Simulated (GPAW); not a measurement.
# As (R-3m) in GPAW: a series of runs

The runs below take As through band structure, with PBE, r2SCAN.

Everything below comes from runs of GPAW 26.7.0. Logs are shortened: lines on timing, memory, paths and dates and some standing lists are left out, and cuts for length are marked. The log counts tension as positive stress, the text compression.

### Step 1. The crystal as given

Symmetry: R-3m, No. 166, trigonal system. The conventional cell has a = 3.762 Å, b = 3.762 Å, c = 10.542 Å, α = 90.00°, β = 90.00°, γ = 120.00°. Around As (site symmetry 3m) lie 3 As at 2.51 Å.

### Step 2. Band structure, PBE

run.py

```python
from ase.dft.bandgap import bandgap
from ase.io import read, write
from ase.units import GPa
from gpaw import GPAW, PW, setup_paths

setup_paths.insert(0, '.')

atoms = read('POSCAR')

calc = GPAW(mode=PW(600),
            xc='PBE',
            kpts={'size': (6, 6, 6), 'gamma': True},
            occupations={'name': 'fermi-dirac', 'width': 0.05},
            nbands=13,
            convergence={'density': 1e-05, 'energy': 1e-05},
            maxiter=150,
            txt='gpaw.txt')
atoms.calc = calc
energy = atoms.get_potential_energy()
forces = atoms.get_forces()
stress = atoms.get_stress()
calc.write('gs.gpw')
write('result.traj', atoms)
print(f'Energy: {energy:.6f} eV')
print('Forces (eV/A):')
print(forces.round(4))
print('Stress (GPa):', (stress / GPa).round(3))
print('Fermi level:', round(calc.get_fermi_level(), 4), 'eV')
print(f'Gap: {bandgap(calc)[0]:.4f} eV, direct: {bandgap(calc, direct=True)[0]:.4f} eV')

path = atoms.cell.bandpath('GLB1,BZGX,QFP1Z,LP', npoints=100, eps=1e-4)
bs_calc = calc.fixed_density(kpts=path, symmetry='off', nbands=23,
                             convergence={'bands': 'CBM+6.0', 'eigenstates': 1e-6}, txt='bands.txt')
bs = bs_calc.band_structure()
bs.write('bs.json')
print(f'Gap on the path: {bandgap(bs_calc)[0]:.4f} eV')
```

POSCAR

```
As
1.0
    1.8807968987      1.0858785957      3.5140619945
   -1.8807968987      1.0858785957      3.5140619945
    0.0000000000     -2.1717571915      3.5140619945
As
2
Direct
    0.2260000000      0.2260000000      0.2260000000
    0.7740000000      0.7740000000      0.7740000000
```

Potentials or basis: PAW data sets generated in the run's folder for this functional, pw.

The run is started by

```
$ gpaw-setup -f PBE As
$ OMP_NUM_THREADS=1 python run.py
```

gpaw.txt:

```text
__  _  _
 | _ |_)|_||  |
 |__||  | ||/\| - 26.7.0

Input parameters:
  mode=PW(ecut=600.0),
  convergence={'density': 1e-05, 'energy': 1e-05},
  kpts=MonkhorstPack(size=(6, 6, 6), gamma=True),
  maxiter=150,
  nbands=13,
  occupations=Occupations(name='fermi-dirac', width=0.05),
  xc=XC(name='PBE')

Diagonalizing LCAO Hamiltonian
Converting LCAO to pw mode

       As

       As

Atoms  # Å, Bohr magnetons
|   | symbol |         x |         y |        z |    initial magnetic moments |
|---|--------|-----------|-----------|----------|-----------------------------|
| 0 |     As | -0.000000 | -0.000000 | 2.382534 | ( 0.0000,  0.0000,  0.0000) |
| 1 |     As |  0.000000 | -0.000000 | 8.159652 | ( 0.0000,  0.0000,  0.0000) |

Unit cell  # Å
| periodic |         x |         y |        z |  lengths |    angles |
|----------|-----------|-----------|----------|----------|-----------|
|      yes |  1.880797 |  1.085879 | 3.514062 | 4.131000 | 54.167000 |
|      yes | -1.880797 |  1.085879 | 3.514062 | 4.131000 | 54.167000 |
|      yes |  0.000000 | -2.171757 | 3.514062 | 4.131000 | 54.167000 |

Number of symmetries: 12
Symmetry operations  # r_c * U_cc + t_c -> r_c
|    | kind |            matrix            |
|----|------|------------------------------|
|  0 |  E   |  1, 0, 0,  0, 1, 0,  0, 0, 1 |
|  1 |  σ   |  1, 0, 0,  0, 0, 1,  0, 1, 0 |
|  2 |  σ   |  0, 1, 0,  1, 0, 0,  0, 0, 1 |
|  3 |  C3  |  0, 1, 0,  0, 0, 1,  1, 0, 0 |
|  4 |  C3  |  0, 0, 1,  1, 0, 0,  0, 1, 0 |
|  5 |  σ   |  0, 0, 1,  0, 1, 0,  1, 0, 0 |
|  6 |  C2  |  0, 0,-1,  0,-1, 0, -1, 0, 0 |
|  7 |  S6  |  0, 0,-1, -1, 0, 0,  0,-1, 0 |
|  8 |  S6  |  0,-1, 0,  0, 0,-1, -1, 0, 0 |
|  9 |  C2  |  0,-1, 0, -1, 0, 0,  0, 0,-1 |
| 10 |  C2  | -1, 0, 0,  0, 0,-1,  0,-1, 0 |
| 11 |  i   | -1, 0, 0,  0,-1, 0,  0, 0,-1 |

BZ-sampling:
  Number of BZ points: 216
  Number of IBZ points: 32

  Monkhorst-Pack size: [6, 6, 6]
  Monkhorst-Pack shift: [0.08333333333333333, 0.08333333333333333, 0.08333333333333333]

K-points  # in reciprocal-cell coordinates
|     |                                coordinates |     weight |
|-----|--------------------------------------------|------------|
|   0 | (  0.00000000,   0.00000000,   0.00000000) | 0.00462963 |
|   1 | (  0.16666667,   0.00000000,  -0.16666667) | 0.02777778 |
|   2 | (  0.16666667,   0.00000000,   0.00000000) | 0.02777778 |
|   3 | (  0.16666667,   0.16666667,  -0.16666667) | 0.02777778 |
|   4 | (  0.16666667,   0.16666667,   0.00000000) | 0.02777778 |
|   5 | (  0.16666667,   0.16666667,   0.16666667) | 0.00925926 |
|   6 | (  0.33333333,  -0.16666667,  -0.16666667) | 0.02777778 |
|   7 | (  0.33333333,   0.00000000,  -0.33333333) | 0.02777778 |
|   8 | (  0.33333333,   0.00000000,  -0.16666667) | 0.05555556 |
|   9 | (  0.33333333,   0.00000000,   0.00000000) | 0.02777778 |
| ... |                                            |            |
|  31 | (  0.50000000,   0.50000000,   0.50000000) | 0.00462963 |

Plane wave coefficients: 1456
Cutoff: 600.0 eV

Spin-components: 1 (collinear spins)
Bands:           13
Projectors:      10
Spin-degeneracy: 2
Datatype:        complex128

Parallelization:
  kpt:    1
  domain: 1
  band:   1

Density:
  Valence electrons: 10.0
  Components: 1
  Grid points: [24 24 24]
  Charge: 0.0  # |e|

Potential:
  Grid points: [24 24 24]

species:
  As:
    name:    Arsenic
    Z:       33.0
    valence: 5
    core:    28
    charge:  0.0  # [|e|]
    compensation charges:
      type: gauss
      rc: 0.33  # [Å]
      lmax: 2
    cutoffs:
      filter: 1.87  # [Å]
      core: 2.96  # [Å]
    projectors
    | kind |    occ | energy [eV] | rcut [Å] |
    |------|--------|-------------|----------|
    |   4s |  2.000 |     -14.486 |    1.058 |
    |   4p |  3.000 |      -5.196 |    1.058 |
    |    s |        |      12.725 |    1.058 |
    |    p |        |      22.016 |    1.058 |
    |    d |        |       0.000 |    1.058 |

    Using partial waves for As as LCAO basis

Reference energy: -123005.948821  # eV

eigensolver:
  PPCG
  Converge bands: occupied
  niter=2

density mixing:
  MSR1-Mixer
  Pratt-step length: 0.05
  Maximum mixing coefficient: 0.75
  Old densities: 10
  SVD Regularization: 0.005
  Good broyden scale: 1.0
  Trust region scale: 1.0
  Backstep threshold: 4.0
  History deletion threshold: 6.0
  Fourier metric: weight=20.0, sigma=0.015

occupation numbers:
  Fermi-Dirac:
    width: 0.0500  # eV

poisson solver:
  ecut: 4800.0  # eV

xc functional:
  name: PBE with 2 nearest neighbor stencil

convergence criteria:
- Maximum integral of absolute [dens]ity change: 1e-05 electrons / valence electron
- Maximum [total energy] change in last 3 cyles: 1e-05 eV / valence electron
- Maximum integral of absolute [eigenst]ate change: 4e-08 eV^2 / valence electron
maximum number of iterations: 150

SCF iterations
|iter     | |      energy | eigst |  dens |
|---------|-|-------------|-------|-------|
|iter:   1| |   -9.347699 | -0.71 |       |
|iter:   2| |   -9.348457 | -3.03 | -1.17 |
|iter:   3| |   -9.342272 | -3.33 | -1.20 |
|iter:   4| |   -9.342179 | -4.13 | -1.75 |
|iter:   5| |   -9.342204c| -6.16 | -2.86 |
|iter:   6| |   -9.342208c| -7.28 | -3.37 |
|iter:   7| |   -9.342208c| -8.61c| -4.09 |
|iter:   8| |   -9.342208c| -8.95c| -5.13c|

Converged in 8 steps
Energy contributions relative to reference atoms: (reference = -123005.948821)

Energy contributions:
  Kinetic:          19.753359
  Coulomb:         -19.085390
  Zero:             -0.020006
  External:          0.000000
  Xc:               -9.989193
  Entropy:          -0.001954
  Spinorbit:         0.000000
  ----------------------------
  Free energy:      -9.343185
  Extrapolated:     -9.342208

dipole moment: (-0.000000, 0.000000, -0.000024)  # |e|*Ang

Fermi level: 7.026
Eigenvalues  # (at kpt = [0.000, 0.000, 0.000])
| band index |      eig [eV] | occ [0-2] |
|------------|---------------|-----------|
|          0 |        -8.057 |     2.000 |
|          1 |         1.216 |     2.000 |
|          2 |         4.525 |     2.000 |
|          3 |         4.967 |     2.000 |
|          4 |         4.967 |     2.000 |
|          5 |         8.612 |     0.000 |
|          6 |         9.919 |     0.000 |
|          7 |         9.919 |     0.000 |
|          8 |        13.925 |     0.000 |
|          9 |        13.925 |     0.000 |
|         10 |        14.434 |     0.000 |
|         11 |        15.858 |     0.000 |
|         12 |        15.969 |     0.000 |

No gap
No difference between direct/indirect transitions

Forces  # eV/Ang
|       x |        y |        z |
|---------|----------|----------|
| 0.00000 | -0.00000 |  0.37981 |  # As   0
| 0.00000 |  0.00000 | -0.37981 |  # As   1

Stress tensor  # eV/Ang^3
|         x |         y |         z |
|-----------|-----------|-----------|
| -0.026574 |  0.000000 | -0.000000 |
| -0.000000 | -0.026574 | -0.000000 |
| -0.000000 | -0.000000 | -0.017881 |

# Writing to gs.gpw (mode='')
```

Wall time 30 s (1 thread of Arm Neoverse V2, shared host); peak memory 0.26 GiB.

Results:

| Quantity | Value |
| --- | --- |
| Free energy | -9.3432 eV |
| Pressure | 3.8 GPa |
| Largest force | 0.380 eV/Å |
| Band gap along the path | none (metal or under the smearing width) |

Forces on the atoms (eV/Å):
```
As   0.000  0.000  0.380
As   0.000  0.000 -0.380
```

Levels at the corners of the path, in eV from the Fermi level:
```tsv
point	band 1	band 2	band 3	band 4	band 5	band 6	band 7	band 8	band 9
Γ	-15.08	-5.81	-2.50	-2.06	-2.06	1.59	2.89	2.89	6.90
L	-12.36	-11.12	-2.90	-2.83	-0.39	-0.33	0.37	1.40	9.02
B1	-11.79	-10.63	-5.92	-5.39	-1.40	1.26	5.21	5.43	6.86
B	-11.79	-10.63	-5.92	-5.39	-1.40	1.26	5.21	5.43	6.86
Z	-13.82	-9.98	-1.82	-1.82	-0.64	0.77	0.77	1.85	8.05
Γ	-15.08	-5.81	-2.50	-2.06	-2.06	1.59	2.89	2.89	6.90
X	-11.62	-10.88	-6.19	-3.57	-3.55	3.25	3.30	5.38	6.34
Q	-11.62	-10.88	-6.19	-3.57	-3.55	3.25	3.30	5.38	6.34
F	-12.32	-9.77	-5.98	-4.22	-4.17	1.41	5.47	6.91	7.28
P1	-12.32	-10.16	-6.14	-3.79	-3.03	2.14	3.86	6.09	6.39
Z	-13.82	-9.98	-1.82	-1.82	-0.64	0.77	0.77	1.85	8.05
L	-12.36	-11.12	-2.90	-2.83	-0.39	-0.33	0.37	1.40	9.02
P	-12.32	-10.16	-6.14	-3.79	-3.03	2.14	3.86	6.09	6.39
```

### Step 3. Band structure, r2SCAN, spin-orbit coupling, no magnetisation

Edit run.py of step 2 so:

```diff
@@ -1,12 +1,19 @@
+import numpy as np
+from ase import Atoms
 from ase.dft.bandgap import bandgap
-from ase.io import read, write
+from ase.io import write
 from ase.units import GPa
-from gpaw import GPAW, PW, setup_paths
+from gpaw import GPAW, PW
+from gpaw.spinorbit import soc_eigenstates
 
-setup_paths.insert(0, '.')
-
-atoms = read('POSCAR')
+atoms = Atoms(['As', 'As'],
+              cell=[[1.8807968987, 1.0858785957, 3.5140619945],
+                    [-1.8807968987, 1.0858785957, 3.5140619945],
+                    [0.0, -2.1717571915, 3.5140619945]],
+              scaled_positions=[[0.226, 0.226, 0.226],
+                                [0.774, 0.774, 0.774]],
+              pbc=True)
 
 calc = GPAW(mode=PW(600),
-            xc='PBE',
+            xc='MGGA_X_R2SCAN+MGGA_C_R2SCAN',
             kpts={'size': (6, 6, 6), 'gamma': True},
@@ -36 +43,7 @@
 print(f'Gap on the path: {bandgap(bs_calc)[0]:.4f} eV')
+
+soc = soc_eigenstates(bs_calc, theta=0, phi=0, ignore_xc_potential=True)
+np.savetxt('soc_bands.dat', soc.eigenvalues(), fmt='%.4f')
+mesh = soc_eigenstates('gs.gpw', theta=0, phi=0, ignore_xc_potential=True)
+np.savetxt('soc_mesh.dat', mesh.eigenvalues(), fmt='%.4f')
+print('Fermi level with spin-orbit coupling:', round(mesh.fermi_level, 4), 'eV')
```

Potentials or basis: GPAW PAW data sets (gpaw-data 1.2.1), pw.

The run is started by

```
$ OMP_NUM_THREADS=1 python run.py
```

gpaw.txt:

```text
__  _  _
 | _ |_)|_||  |
 |__||  | ||/\| - 26.7.0

Input parameters:
  mode=PW(ecut=600.0),
  convergence={'density': 1e-05, 'energy': 1e-05},
  kpts=MonkhorstPack(size=(6, 6, 6), gamma=True),
  maxiter=150,
  nbands=13,
  occupations=Occupations(name='fermi-dirac', width=0.05),
  xc=XC(name='MGGA_X_R2SCAN+MGGA_C_R2SCAN')

Diagonalizing LCAO Hamiltonian
Converting LCAO to pw mode

       As

       As

Atoms  # Å, Bohr magnetons
|   | symbol |         x |         y |        z |    initial magnetic moments |
|---|--------|-----------|-----------|----------|-----------------------------|
| 0 |     As | -0.000000 | -0.000000 | 2.382534 | ( 0.0000,  0.0000,  0.0000) |
| 1 |     As |  0.000000 | -0.000000 | 8.159652 | ( 0.0000,  0.0000,  0.0000) |

Unit cell  # Å
| periodic |         x |         y |        z |  lengths |    angles |
|----------|-----------|-----------|----------|----------|-----------|
|      yes |  1.880797 |  1.085879 | 3.514062 | 4.131000 | 54.167000 |
|      yes | -1.880797 |  1.085879 | 3.514062 | 4.131000 | 54.167000 |
|      yes |  0.000000 | -2.171757 | 3.514062 | 4.131000 | 54.167000 |

Number of symmetries: 12
Symmetry operations  # r_c * U_cc + t_c -> r_c
|    | kind |            matrix            |
|----|------|------------------------------|
|  0 |  E   |  1, 0, 0,  0, 1, 0,  0, 0, 1 |
|  1 |  σ   |  1, 0, 0,  0, 0, 1,  0, 1, 0 |
|  2 |  σ   |  0, 1, 0,  1, 0, 0,  0, 0, 1 |
|  3 |  C3  |  0, 1, 0,  0, 0, 1,  1, 0, 0 |
[... 117 lines left out ...]
|---------|-|-------------|-------|-------|
|iter:   1| |  -27.954539 | -0.68 |       |
|iter:   2| |  -26.294433 | -1.78 | -1.19 |
|iter:   3| |-32899.472336 | +3.96 | -1.16 |
|iter:   4| |  -20.833982 | +2.31 | +1.54 |
|iter:   5| |  -26.324751 | +0.34 | -0.93 |
|iter:   6| |  -26.336408 | -1.73 | -1.49 |
|iter:   7| |  -26.336552 | -3.52 | -1.72 |
|iter:   8| |  -26.335536 | -3.76 | -1.95 |
|iter:   9| |  -26.335647 | -5.45 | -2.61 |
|iter:  10| |  -26.335715 | -5.43 | -2.86 |
|iter:  11| |  -26.335721c| -6.51 | -3.40 |
|iter:  12| |  -26.335721c| -7.39 | -3.76 |
|iter:  13| |  -26.335721c| -7.53c| -4.15 |
|iter:  14| |  -26.335721c| -7.71c| -4.42 |
|iter:  15| |  -26.335721c| -8.31c| -4.94 |
|iter:  16| |  -26.335721c| -9.69c| -6.24c|

Converged in 16 steps
Energy contributions relative to reference atoms: (reference = -123005.947200)

Energy contributions:
  Kinetic:          15.442887
  Coulomb:         -14.579187
  Zero:             -0.233465
  External:          0.000000
  Xc:              -26.964930
  Entropy:          -0.002053
  Spinorbit:         0.000000
  ----------------------------
  Free energy:     -26.336748
  Extrapolated:    -26.335721

dipole moment: (-0.000000, 0.000000, -0.000024)  # |e|*Ang

Fermi level: 6.937
Eigenvalues  # (at kpt = [0.000, 0.000, 0.000])
| band index |      eig [eV] | occ [0-2] |
|------------|---------------|-----------|
|          0 |        -8.890 |     2.000 |
|          1 |         0.970 |     2.000 |
|          2 |         4.217 |     2.000 |
|          3 |         4.624 |     2.000 |
|          4 |         4.624 |     2.000 |
|          5 |         8.609 |     0.000 |
|          6 |         9.898 |     0.000 |
|          7 |         9.898 |     0.000 |
|          8 |        14.239 |     0.000 |
|          9 |        14.239 |     0.000 |
|         10 |        14.852 |     0.000 |
|         11 |        16.205 |     0.000 |
|         12 |        16.205 |     0.000 |

No gap
No difference between direct/indirect transitions

Forces  # eV/Ang
|        x |        y |        z |
|----------|----------|----------|
|  0.00000 | -0.00000 |  0.07088 |  # As   0
| -0.00000 |  0.00000 | -0.07088 |  # As   1

Stress tensor  # eV/Ang^3
|         x |         y |         z |
|-----------|-----------|-----------|
| -0.011288 |  0.000000 | -0.000000 |
|  0.000000 | -0.011288 | -0.000000 |
| -0.000000 | -0.000000 | -0.010194 |

# Writing to gs.gpw (mode='')
```

bands.txt:

```text
Diagonalizing LCAO Hamiltonian
Converting LCAO to pw mode
convergence criteria:
- Maximum integral of absolute [eigenst]ate change: 1e-06 eV^2 / valence electron
maximum number of iterations: 150

SCF iterations
|iter     | |      energy | eigst |  dens |
|---------|-|-------------|-------|-------|
|iter:   1| |             | +0.39 |       |
|iter:   2| |             | -1.62 |       |
[... 104 lines left out ...]
         [ 0.5898918 ,  0.12172076,  0.12172076],
         [ 0.61985574,  0.16229435,  0.16229435],
         [ 0.64981967,  0.20286794,  0.20286794],
         [ 0.67978361,  0.24344153,  0.24344153],
         [ 0.70974754,  0.28401512,  0.28401512],
         [ 0.73971148,  0.32458871,  0.32458871],
         [ 0.76967541,  0.36516229,  0.36516229]])),
  maxiter=150,
  nbands=23,
  occupations=Occupations(name='fermi-dirac', width=0.05),
  symmetry=Symmetry(point_group=False, time_reversal=False),
  xc=XC(name='MGGA_X_R2SCAN+MGGA_C_R2SCAN')
```

Wall time 1.8 min (1 thread of Arm Neoverse V2, shared host); peak memory 0.32 GiB.

Results:

```yaml
Free_energy: -26.3367 eV
Pressure: 1.8 GPa
Largest_force: 0.071 eV/Å
Band_gap_along_the_path: none (metal or under the smearing width)
```

Forces on the atoms (eV/Å):
```
As   0.000  0.000  0.071
As   0.000  0.000 -0.071
```

Stress tensor (GPa, compression positive):
```
1.81 0.00 0.00
0.00 1.81 0.00
0.00 0.00 1.63
```

Levels at the corners of the path, in eV from the Fermi level:
| point | band 6 | band 7 | band 8 | band 9 | band 10 | band 11 | band 12 | band 13 | band 14 | band 15 |
| --- | --- | --- | --- | --- | --- | --- | --- | --- | --- | --- |
| Γ | -2.79 | -2.37 | -2.37 | -2.19 | -2.19 | 1.65 | 1.65 | 2.85 | 2.85 | 3.08 |
| L | -3.20 | -3.09 | -3.09 | -0.49 | -0.49 | -0.21 | -0.21 | 0.49 | 0.49 | 1.44 |
| B1 | -6.25 | -5.69 | -5.69 | -1.59 | -1.59 | 1.37 | 1.37 | 5.47 | 5.47 | 5.73 |
| B | -6.25 | -5.69 | -5.69 | -1.59 | -1.59 | 1.37 | 1.37 | 5.47 | 5.47 | 5.73 |
| Z | -2.17 | -1.93 | -1.93 | -0.50 | -0.50 | 0.64 | 0.64 | 0.83 | 0.83 | 1.93 |
| Γ | -2.79 | -2.37 | -2.37 | -2.19 | -2.19 | 1.65 | 1.65 | 2.85 | 2.85 | 3.08 |
| X | -6.52 | -3.87 | -3.87 | -3.72 | -3.72 | 3.32 | 3.32 | 3.55 | 3.55 | 5.73 |
| Q | -6.52 | -3.87 | -3.87 | -3.72 | -3.72 | 3.32 | 3.32 | 3.55 | 3.55 | 5.73 |
| F | -6.27 | -4.59 | -4.59 | -4.40 | -4.40 | 1.59 | 1.59 | 5.65 | 5.65 | 7.31 |
| P1 | -6.46 | -4.11 | -4.11 | -3.19 | -3.19 | 2.28 | 2.28 | 3.97 | 3.97 | 6.50 |
| Z | -2.17 | -1.93 | -1.93 | -0.50 | -0.50 | 0.64 | 0.64 | 0.83 | 0.83 | 1.93 |
| L | -3.20 | -3.09 | -3.09 | -0.49 | -0.49 | -0.21 | -0.21 | 0.49 | 0.49 | 1.44 |
| P | -6.46 | -4.11 | -4.11 | -3.19 | -3.19 | 2.28 | 2.28 | 3.97 | 3.97 | 6.50 |

Caveat: spin-orbit coupling was added after a scalar SCF, so levels and gaps hold it while energy, forces, pressure and moments don't; this program's spin-orbit splittings come out too wide for heavy elements; the PAW data sets were made with another functional, which shifts forces and pressure a little.
